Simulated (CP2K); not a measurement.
# Pt (Fm-3m) in CP2K: convergence with k mesh

Aim: find how far k mesh must go before the results for Pt settle, at PBE. This setting moves, with any that are tied to it; all else stays.

All numbers are computed with CP2K 2026.2; they aren't measurements. Logs are shortened: lines on timing, memory, paths and dates and some standing lists are left out, and cuts for length are marked.

### Step 1. Starting point

It takes space group Fm-3m (No. 225, cubic). Conventional cell: a = 3.922 Å, b = 3.922 Å, c = 3.922 Å, α = 90.00°, β = 90.00°, γ = 90.00°. Pt (site symmetry m-3m) is surrounded by 12 Pt at 2.77 Å.

### Step 2. With k mesh 3 × 3 × 3

pt_converge.inp

```
&GLOBAL
  PROJECT pt_converge
  RUN_TYPE ENERGY_FORCE
  PRINT_LEVEL LOW
&END GLOBAL
&FORCE_EVAL
  METHOD QS
  STRESS_TENSOR ANALYTICAL
  &DFT
    BASIS_SET_FILE_NAME BASIS_MOLOPT
    POTENTIAL_FILE_NAME GTH_POTENTIALS
    &MGRID
      CUTOFF 450
      REL_CUTOFF 60
      NGRIDS 5
    &END MGRID
    &QS
      METHOD GPW
      EPS_DEFAULT 1.0E-10
    &END QS
    &KPOINTS
      SCHEME MONKHORST-PACK 3 3 3
      GAMMA_CENTERED T
      SYMMETRY T
      SYMMETRY_BACKEND SPGLIB
    &END KPOINTS
    &SCF
      SCF_GUESS ATOMIC
      EPS_SCF 1.0E-6
      MAX_SCF 100
      ADDED_MOS 11
      CHOLESKY OFF
      EPS_EIGVAL 1.0E-7
      &DIAGONALIZATION ON
        ALGORITHM STANDARD
      &END DIAGONALIZATION
      &MIXING ON
        METHOD BROYDEN_MIXING
        ALPHA 0.4
        BETA 1.5
        NBUFFER 8
      &END MIXING
      &SMEAR ON
        METHOD FERMI_DIRAC
        ELECTRONIC_TEMPERATURE [K] 300.557
      &END SMEAR
    &END SCF
    &XC
      &XC_FUNCTIONAL PBE
      &END XC_FUNCTIONAL
    &END XC
    &PRINT
      &KPOINTS ON
      &END KPOINTS
      &MULLIKEN ON
      &END MULLIKEN
      &MO ON
        ENERGIES T
        OCCUPATION_NUMBERS T
        &EACH
          QS_SCF 0
        &END EACH
        ADD_LAST NUMERIC
      &END MO
    &END PRINT
  &END DFT
  &SUBSYS
    &CELL
      A 2.7731313745 0.0000000000 0.0000000000
      B 1.3865656872 2.4016022183 0.0000000000
      C 1.3865656872 0.8005340728 2.2642522857
      PERIODIC XYZ
    &END CELL
    &COORD
      SCALED
      Pt  0.0000000000 0.0000000000 0.0000000000
    &END COORD
    &KIND Pt
      BASIS_SET DZVP-MOLOPT-SR-GTH-q18
      POTENTIAL GTH-PBE-q18
    &END KIND
    &PRINT
      &ATOMIC_COORDINATES ON
      &END ATOMIC_COORDINATES
      &CELL ON
      &END CELL
    &END PRINT
  &END SUBSYS
  &PRINT
    &FORCES ON
    &END FORCES
    &STRESS_TENSOR ON
    &END STRESS_TENSOR
  &END PRINT
&END FORCE_EVAL
```

Potentials or basis: GTH_POTENTIALS Pt GTH-PBE-q18; DZVP-MOLOPT-SR-GTH basis.

On the command line:

```bash
$ OMP_NUM_THREADS=1 cp2k.psmp -i pt_converge.inp -o pt_converge.out
```

pt_converge.out:

```text

 CP2K| version string:                                       CP2K version 2026.2
 CP2K| Input file name                                           pt_converge.inp

 GLOBAL| Force Environment number                                              1
 GLOBAL| Basis set file name                                        BASIS_MOLOPT
 GLOBAL| Potential file name                                      GTH_POTENTIALS
 GLOBAL| MM Potential file name                                     MM_POTENTIAL
 GLOBAL| Coordinate file name                                      __STD_INPUT__
 GLOBAL| Method name                                                        CP2K
 GLOBAL| Project name                                                pt_converge
 GLOBAL| Run type                                                   ENERGY_FORCE
 GLOBAL| FFT library                                                       FFTW3
[... 8 lines left out ...]
 GLOBAL| CPU model name                                                  UNKNOWN

 CELL| Volume [angstrom^3]:                                            15.079826
 CELL| Vector a [angstrom]:       2.773     0.000     0.000   |a| =     2.773131
 CELL| Vector b [angstrom]:       1.387     2.402     0.000   |b| =     2.773131
 CELL| Vector c [angstrom]:       1.387     0.801     2.264   |c| =     2.773131
 CELL| Angle (b,c), alpha [degree]:                                    60.000000
 CELL| Angle (a,c), beta  [degree]:                                    60.000000
 CELL| Angle (a,b), gamma [degree]:                                    60.000000
 CELL| Numerically orthorhombic:                                              NO
 CELL| Periodicity                                                           XYZ

 CELL_REF| Volume [angstrom^3]:                                        15.079826
 CELL_REF| Vector a [angstrom     2.773     0.000     0.000   |a| =     2.773131
 CELL_REF| Vector b [angstrom     1.387     2.402     0.000   |b| =     2.773131
 CELL_REF| Vector c [angstrom     1.387     0.801     2.264   |c| =     2.773131
 CELL_REF| Angle (b,c), alpha [degree]:                                60.000000
 CELL_REF| Angle (a,c), beta  [degree]:                                60.000000
 CELL_REF| Angle (a,b), gamma [degree]:                                60.000000
 CELL_REF| Numerically orthorhombic:                                          NO
 CELL_REF| Periodicity                                                       XYZ
[... 9 lines left out ...]
 TOTAL NUMBERS AND MAXIMUM NUMBERS

  Total number of            - Atomic kinds:                                   1
                             - Atoms:                                          1
                             - Shell sets:                                     1
                             - Shells:                                         8
                             - Primitive Cartesian functions:                  6
                             - Cartesian basis functions:                     31
                             - Spherical basis functions:                     26

  Maximum angular momentum of- Orbital basis functions:                        3
                             - Local part of the GTH pseudopotential:          2
                             - Non-local part of the GTH pseudopotential:      5
[... 48 lines left out ...]

 Extrapolation method: initial_guess

 Number of electrons:                                                         18
 Number of occupied orbitals:                                                  9
 Number of molecular orbitals:                                                20

 Number of orbital functions:                                                 26
 Number of independent orbital functions:                                     26

 SCF WAVEFUNCTION OPTIMIZATION

  Step     Update method      Time    Convergence         Total energy    Change
  ------------------------------------------------------------------------------
     1 NoMix/Diag. 0.40E+00    0.8     3.08327452      -120.5004855161 -1.21E+02
     2 Broy./Diag. 0.40E+00    1.4     0.05508006      -121.2688781237 -7.68E-01
     3 Broy./Diag. 0.40E+00    1.4     0.07668896      -120.6053965226  6.63E-01
     4 Broy./Diag. 0.40E+00    1.4     0.00180337      -120.1562786809  4.49E-01
     5 Broy./Diag. 0.40E+00    1.4     0.00046292      -120.1648621609 -8.58E-03
     6 Broy./Diag. 0.40E+00    1.4     0.00016479      -120.1676182891 -2.76E-03
     7 Broy./Diag. 0.40E+00    1.4     0.00003273      -120.1669806784  6.38E-04
     8 Broy./Diag. 0.40E+00    1.4     0.00004493      -120.1666326818  3.48E-04
     9 Broy./Diag. 0.40E+00    1.4     0.00000246      -120.1666526257 -1.99E-05
    10 Broy./Diag. 0.40E+00    1.4     0.00000188      -120.1666601264 -7.50E-06
    11 Broy./Diag. 0.40E+00    1.4     0.00000009      -120.1666619851 -1.86E-06

  *** SCF run converged in    11 steps ***

  Electronic density on regular grids:        -18.0000000000        0.0000000000
  Core density on regular grids:               17.9999999989       -0.0000000011
  Total charge density on r-space grids:       -0.0000000011
  Total charge density g-space grids:          -0.0000000011

  Overlap energy of the core charge distribution:               0.00000000004646
  Self energy of the core charge distribution:               -182.79742506947306
  Core Hamiltonian energy:                                     40.63091231189786
  Hartree energy:                                              33.71814625942061
  Exchange-correlation energy:                                -11.71780564163667
  Electronic entropic energy:                                  -0.00048984542542
  Fermi energy:                                                 0.56322196379124

  Total energy:                                              -120.16666198513641
  Total energy (extrapolated to T->0):                       -120.16641706242370

 MO| EIGENVALUES AND OCCUPATION NUMBERS FOR K POINT 1
 MO|
 MO|  Index      Eigenvalue [a.u.]        Eigenvalue [eV]             Occupation
 MO|      1              -3.024137             -82.290965               2.000000
 MO|      2              -1.371278             -37.314363               2.000000
 MO|      3              -1.360624             -37.024458               2.000000
 MO|      4              -1.360624             -37.024458               2.000000
 MO|      5               0.314147               8.548374               2.000000
 MO|      6               0.455383              12.391592               2.000000
[... 90 lines left out ...]
 MO|     19               1.955064              53.199994               0.000000
 MO|     20               1.955064              53.200001               0.000000
 MO| Sum:                                                              20.000000
 MO| E(Fermi):            0.563222 a.u.         15.326049 eV
 MO| Band gap:            0.000000 a.u.          0.000000 eV

 !-----------------------------------------------------------------------------!
                     Mulliken Population Analysis

 #  Atom  Element  Kind  Atomic population                           Net charge
       1     Pt       1         18.000000                             -0.000000
 # Total charge                             18.000000                 -0.000000

 !-----------------------------------------------------------------------------!

 ENERGY| Total FORCE_EVAL ( QS ) energy [hartree]           -120.166663182212901

 FORCES| Atomic forces [hartree/bohr]
 FORCES|   Atom     x               y               z               |f|
 FORCES|      1 -3.20165523E-14 -2.09336758E-14  2.74035425E-14   4.70556324E-14
 FORCES| Sum    -3.20165523E-14 -2.09336758E-14  2.74035425E-14
 FORCES| Total atomic force                                       4.70556324E-14

 STRESS| Analytical stress tensor [bar]
 STRESS|                        x                   y                   z
 STRESS|      x        1.96961287532E+05   8.63964480219E-02   7.92150649284E-02
 STRESS|      y        8.63964480219E-02   1.96961247770E+05  -3.39806944190E-02
 STRESS|      z        7.92150649284E-02  -3.39806944190E-02   1.96961201463E+05
 STRESS| 1/3 Trace                                             1.96961245588E+05
 STRESS| Determinant                                           7.64086182769E+15

 STRESS| Eigenvectors and eigenvalues of the analytical stress tensor [bar]
 STRESS|                        1                   2                   3
 STRESS| Eigenvalues   1.96961110516E+05   1.96961257751E+05   1.96961368498E+05
 STRESS|      x          -0.546108621052      0.190687473894      0.815722784598
 STRESS|      y           0.508562314407     -0.698311156121      0.503712121754
 STRESS|      z           0.665679912854      0.689927399468      0.284377279483
```

Run time: 22 s. Hardware: 1 thread of Arm Neoverse V1, shared host; peak memory 0.21 GiB.

What came out:

| Quantity | Value |
| --- | --- |
| Free energy | -3269.9012 eV |
| Pressure | 19.7 GPa |
| Band gap on the k mesh | none (metal or under the smearing width) |

### Step 3. With k mesh 4 × 4 × 4

pt_converge.inp: that of step 2 with these lines changed.

```diff
@@ -21,3 +21,3 @@
     &KPOINTS
-      SCHEME MONKHORST-PACK 3 3 3
+      SCHEME MONKHORST-PACK 4 4 4
       GAMMA_CENTERED T
```

Potentials or basis: GTH_POTENTIALS Pt GTH-PBE-q18; DZVP-MOLOPT-SR-GTH basis.

On the command line:

```bash
$ OMP_NUM_THREADS=1 cp2k.psmp -i pt_converge.inp -o pt_converge.out
```

Wall time 22 s (1 thread of Arm Neoverse V1, shared host); peak memory 0.21 GiB.

What came out:

| Property | Result |
| --- | --- |
| Free energy | -3270.6520 eV |
| Pressure | 9.2 GPa |
| Band gap on the k mesh | none (metal or under the smearing width) |

### Step 4. With k mesh 6 × 6 × 6

pt_converge.inp: that of step 3 with these lines changed.

```diff
@@ -21,3 +21,3 @@
     &KPOINTS
-      SCHEME MONKHORST-PACK 4 4 4
+      SCHEME MONKHORST-PACK 6 6 6
       GAMMA_CENTERED T
```

On the command line:

```bash
$ OMP_NUM_THREADS=1 cp2k.psmp -i pt_converge.inp -o pt_converge.out
```

Run time: 24 s. Hardware: 1 thread of Arm Neoverse V1, shared host; peak memory 0.21 GiB.

What came out:

| Item | Value |
| --- | --- |
| Free energy | -3270.6488 eV |
| Pressure | 7.9 GPa |
| Band gap on the k mesh | none (metal or under the smearing width) |

### Step 5. With k mesh 7 × 7 × 7

pt_converge.inp: that of step 4 with these lines changed.

```diff
@@ -21,3 +21,3 @@
     &KPOINTS
-      SCHEME MONKHORST-PACK 6 6 6
+      SCHEME MONKHORST-PACK 7 7 7
       GAMMA_CENTERED T
```

On the command line:

```bash
$ OMP_NUM_THREADS=1 cp2k.psmp -i pt_converge.inp -o pt_converge.out
```

Run time: 28 s. Hardware: 1 thread of Arm Neoverse V1, shared host; peak memory 0.21 GiB.

Results:

| Property | Result |
| --- | --- |
| Free energy | -3270.4963 eV |
| Pressure | 12.3 GPa |
| Band gap on the k mesh | none (metal or under the smearing width) |

### Step 6. With k mesh 8 × 8 × 8

pt_converge.inp: that of step 5 with these lines changed.

```diff
@@ -21,3 +21,3 @@
     &KPOINTS
-      SCHEME MONKHORST-PACK 7 7 7
+      SCHEME MONKHORST-PACK 8 8 8
       GAMMA_CENTERED T
```

Potentials or basis: GTH_POTENTIALS Pt GTH-PBE-q18; DZVP-MOLOPT-SR-GTH basis.

On the command line:

```bash
$ OMP_NUM_THREADS=1 cp2k.psmp -i pt_converge.inp -o pt_converge.out
```

It took 29 s on 1 thread of Arm Neoverse V1, shared host; peak memory 0.21 GiB.

Results:

```
Free energy            : -3270.5256 eV
Pressure               : 9.9 GPa
Band gap on the k mesh : none (metal or under the smearing width)
```

### Step 7. With k mesh 10 × 10 × 10

pt_converge.inp: that of step 6 with these lines changed.

```diff
@@ -21,3 +21,3 @@
     &KPOINTS
-      SCHEME MONKHORST-PACK 8 8 8
+      SCHEME MONKHORST-PACK 10 10 10
       GAMMA_CENTERED T
```

On the command line:

```bash
$ OMP_NUM_THREADS=1 cp2k.psmp -i pt_converge.inp -o pt_converge.out
```

Wall time 36 s (1 thread of Arm Neoverse V1, shared host); peak memory 0.21 GiB.

The run converged. Its results:

* Free energy: -3270.5219 eV
* Pressure: 10.7 GPa
* Band gap on the k mesh: none (metal or under the smearing width)

### Step 8. With k mesh 12 × 12 × 12

pt_converge.inp: that of step 7 with these lines changed.

```diff
@@ -21,3 +21,3 @@
     &KPOINTS
-      SCHEME MONKHORST-PACK 10 10 10
+      SCHEME MONKHORST-PACK 12 12 12
       GAMMA_CENTERED T
```

On the command line:

```bash
$ OMP_NUM_THREADS=1 cp2k.psmp -i pt_converge.inp -o pt_converge.out
```

It took 46 s on 1 thread of Arm Neoverse V1, shared host; peak memory 0.22 GiB.

Results (log left out):

| Property | Result |
| --- | --- |
| Free energy | -3270.5379 eV |
| Pressure | 10.8 GPa |
| Band gap on the k mesh | none (metal or under the smearing width) |

### Step 9. With k mesh 14 × 14 × 14

pt_converge.inp: that of step 8 with these lines changed.

```diff
@@ -21,3 +21,3 @@
     &KPOINTS
-      SCHEME MONKHORST-PACK 12 12 12
+      SCHEME MONKHORST-PACK 14 14 14
       GAMMA_CENTERED T
```

Potentials or basis: GTH_POTENTIALS Pt GTH-PBE-q18; DZVP-MOLOPT-SR-GTH basis.

On the command line:

```bash
$ OMP_NUM_THREADS=1 cp2k.psmp -i pt_converge.inp -o pt_converge.out
```

Run time: 61 s. Hardware: 1 thread of Arm Neoverse V1, shared host; peak memory 0.22 GiB.

The run converged. Its results:

```yaml
Free_energy: -3270.5443 eV
Pressure: 10.4 GPa
Band_gap_on_the_k_mesh: none (metal or under the smearing width)
```

### Step 10. Summary

```csv
k mesh,"energy less the tightest run, at zero smearing (meV/atom)",pressure (GPa),SCF cycles,CPU time (s),peak memory (GiB)
3 × 3 × 3,647.89,19.70,11,22,0.21
4 × 4 × 4,-103.68,9.17,11,22,0.21
6 × 6 × 6,-104.72,7.91,11,24,0.21
7 × 7 × 7,49.88,12.32,12,28,0.21
8 × 8 × 8,18.98,9.89,11,29,0.21
10 × 10 × 10,21.51,10.70,11,36,0.21
12 × 12 × 12,7.44,10.77,11,46,0.22
14 × 14 × 14,0.00,10.43,11,61,0.22
```

Not settled before the last step: the energy (to 1 meV/atom), the pressure (to 0.1 GPa). Meshes of other sizes hit other points, so gaps and Fermi surfaces needn't settle smoothly. The tightest run that finished is the yardstick and may itself not be fully converged.

Caveats: the basis of atomic orbitals isn't converged, which shifts pressures, moduli and gaps.
